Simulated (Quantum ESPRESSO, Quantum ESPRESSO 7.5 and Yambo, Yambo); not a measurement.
# SiC (F-43m): G0W0 on several meshes in Yambo

Wanted: mesh dependence and cost of G0W0 for SiC (F-43m).

Method: PBE and many-body steps on it, plane waves, in Quantum ESPRESSO 7.5 and Yambo 5.3.0.

Most raw output is cut from this account.

### 1. The structure

Symmetry: F-43m, No. 216, cubic system. The conventional cell has a = 4.358 Å, b = 4.358 Å, c = 4.358 Å, α = 90.00°, β = 90.00°, γ = 90.00°. Si has 4 C at 1.89 Å nearest. Nearest to C lie 4 Si at 1.89 Å. Farther neighbours are not listed.

The cell and positions come from the Crystallography Open Database and are kept as given unless a step says otherwise.

### 2. Empty states on the mesh, 6×6×6 mesh, 136 bands

This step: Quantum ESPRESSO 7.5; DFT, PBE, plane waves, norm-conserving pseudopotentials.

The sums over transitions need many empty states on a uniform mesh; this step solves for them.

pw.in

```
&control
  calculation = 'nscf'
  prefix = 'x'
  outdir = 'o'
  pseudo_dir = 'pseudo'
/
&system
  ibrav = 0
  nat = 2
  ntyp = 2
  ecutwfc = 74.0
  nbnd = 136
  force_symmorphic = .true.
/
&electrons
  conv_thr = 1e-9
  electron_maxstep = 80
  diago_full_acc = .true.
  diago_thr_init = 5e-6
/
ATOMIC_SPECIES
  Si 28.085 Si.upf
  C 12.011 C.upf
CELL_PARAMETERS angstrom
  -0.0000000000 2.1790000000 2.1790000000
  2.1790000000 0.0000000000 2.1790000000
  2.1790000000 2.1790000000 -0.0000000000
ATOMIC_POSITIONS crystal
  Si 0.0000000000 0.0000000000 0.0000000000
  C 0.2500000000 0.2500000000 0.2500000000
K_POINTS automatic
  6 6 6 0 0 0
```

The run is started by

```console
$ OMP_NUM_THREADS=1 mpirun -n 8 pw.x -nk 4 -in pw.in > pw.out
```

It took 3 s on 8 MPI ranks of Intel Xeon 6975P-C (Granite Rapids), shared host; peak memory 0.45 GiB; 22 s of CPU time.

This step gave:

| Item | Value |
| --- | --- |
| gap | 1.361 eV |
| k of the valence top | 0, 0, 0 |
| k of the conduction bottom | 0, -0.5, -0.5 |
| least direct gap | 4.553 eV |
| k points computed | 16 |
| lowest point of the top converged band, above the valence top | 174.4647 eV |

On this mesh the gap is 1.361 eV.

The density comes from a self-consistent run that is not shown.

### 3. Conversion and set-up

This step: Yambo 5.3.0; conversion and set-up on PBE, plane waves, norm-conserving pseudopotentials.

The states are converted to the many-body program's format and the q mesh is built.

The run is started by

```console
$ (cd o/x.save; p2y > p2y.log; mv SAVE ../..); yambo > setup.log
```

Wall time 2.4 s (1 MPI rank); peak memory 0.24 GiB.

### 4. 6×6×6

Now the one-shot GW correction: screening in the RPA, then the self-energy of the levels asked for.

This step: G0W0 on PBE, plane waves, norm-conserving pseudopotentials.

gw2.in

```
HF_and_locXC
gw0
dyson
ppa
em1d
rim_cut
RandQpts= 1000000
RandGvec= 1 RL
EXXRLvcs= 74 Ry
VXCRLvcs= 296 Ry
Chimod= "HARTREE"
% BndsRnXp
 1 | 58 |
%
NGsBlkXp= 10.5 Ry
% LongDrXp
 1 | 1 | 1 |
%
% GbndRnge
 1 | 58 |
%
DysSolver= "n"
ExtendOut
PPAPntXp= 27.21138 eV
% QPkrange
 1 | 1 | 3 | 6 |
 13 | 13 | 3 | 6 |
%
```

The run is started by

```console
$ OMP_NUM_THREADS=1 mpirun -n 8 yambo -F gw2.in -J gw2 -C gw2 > gw2.log
```

The job ended after 20 s (8 MPI ranks; peak memory 2.5 GiB).

This step gave:

```
G0W0 gap on the points computed              : 2.005 eV
starting gap on the mesh                     : 1.361 eV
k of the valence top                         : 0, 0, 0
k of the conduction bottom                   : 0, -0.5, -0.5
least direct G0W0 gap on the computed points : 5.553 eV
Z at the valence top                         : 0.7978
Z at the conduction bottom                   : 0.8235
```

The gap on the mesh goes from 1.36 eV to 2.01 eV, a correction of +0.64 eV.

### 5. Empty states on the mesh, 4×4×4 mesh, 58 bands

This step: Quantum ESPRESSO 7.5; DFT, PBE, plane waves, norm-conserving pseudopotentials.

pw.in, as its differences from that of step 2:

```diff
@@ -11,3 +11,3 @@
   ecutwfc = 74.0
-  nbnd = 136
+  nbnd = 58
   force_symmorphic = .true.
@@ -31,2 +31,2 @@
 K_POINTS automatic
-  6 6 6 0 0 0
+  4 4 4 0 0 0
```

The run is started by

```console
$ OMP_NUM_THREADS=1 mpirun -n 8 pw.x -nk 4 -in pw.in > pw.out
```

Run time: 1.4 s. Hardware: 8 MPI ranks; peak memory 0.05 GiB.

Numbers from this step:

```yaml
gap: 1.361 eV
k_of_the_valence_top: 0, 0, 0
k_of_the_conduction_bottom: 0, -0.5, -0.5
least_direct_gap: 4.553 eV
k_points_computed: 8
lowest_point_of_the_top_converged_band_above_the_valence_top: 83.9769 eV
```

On this mesh the gap is 1.361 eV.

### 6. Conversion and set-up

This step: Yambo 5.3.0; conversion and set-up on PBE, plane waves, norm-conserving pseudopotentials.

The run is started by

```console
$ (cd o/x.save; p2y > p2y.log; mv SAVE ../..); yambo > setup.log
```

It took 2.3 s on 1 MPI rank; peak memory 0.23 GiB.

### 7. 4×4×4

This step: G0W0 on PBE, plane waves, norm-conserving pseudopotentials.

gw11.in, as its differences from gw2.in of step 4:

```diff
@@ -26,3 +26,3 @@
  1 | 1 | 3 | 6 |
- 13 | 13 | 3 | 6 |
+ 7 | 7 | 3 | 6 |
 %
```

The run is started by

```console
$ OMP_NUM_THREADS=1 mpirun -n 8 yambo -F gw11.in -J gw11 -C gw11 > gw11.log
```

Elapsed: 5.6 s, on 8 MPI ranks; peak memory 2.2 GiB.

This step gave:

| Property | Result |
| --- | --- |
| G0W0 gap on the points computed | 1.980 eV |
| starting gap on the mesh | 1.361 eV |
| k of the valence top | 0, 0, 0 |
| k of the conduction bottom | 0, -0.5, -0.5 |
| least direct G0W0 gap on the computed points | 5.532 eV |
| Z at the valence top | 0.7990 |
| Z at the conduction bottom | 0.8246 |

Against G0W0 in Yambo (6×6×6 mesh, 58 bands, screening to 142.9 eV, Godby-Needs plasmon pole), the gap moves by −0.025 eV.

### 8. The runs together

Times are wall times on 8 MPI ranks of Intel Xeon 6975P-C (Granite Rapids), shared host, good to a factor of about two.

```
  run   mesh  bands  screening cutoff (eV)  DFT gap (eV)  gap on the mesh (eV)  direct (eV)   time
6×6×6  6×6×6     58                  142.9         1.361                 2.005        5.553   20 s
4×4×4  4×4×4     58                  142.9         1.361                 1.980        5.532  5.6 s
```

### 9. What came out

| Item | Value |
| --- | --- |
| 6×6×6 | 2.005 eV |
| 4×4×4 | 1.980 eV |
| known limits | not at the basis limit; coarse k mesh |

**Reading.** 4×4×4: −0.025 eV against 6×6×6. Bands and cutoff are finite, so the gap is not at the basis limit. The miss can reach some tenths of an eV and take either sign; the mesh is an error of its own. In the G0W0 runs levels were corrected at 2 k points alone, so a gap called «on the mesh» is the least over those, and an edge elsewhere would be missed.

[Paths, hosts, dates, memory and timing lines, banners, echoed tables and standing remarks are left out of the program output.]

[Logs are printed without paths, hosts, clocks, repeated set-up lines and the standing remarks that a program may print on its own settings, such as how far it seeks lower states.]

[Runs of the session that timed out or met a known fault of the program may be left out.]

[Hosts, paths, dates, database ids (printed as entryN), source tags and the programs' standing remarks are cut or masked in the printed files.]
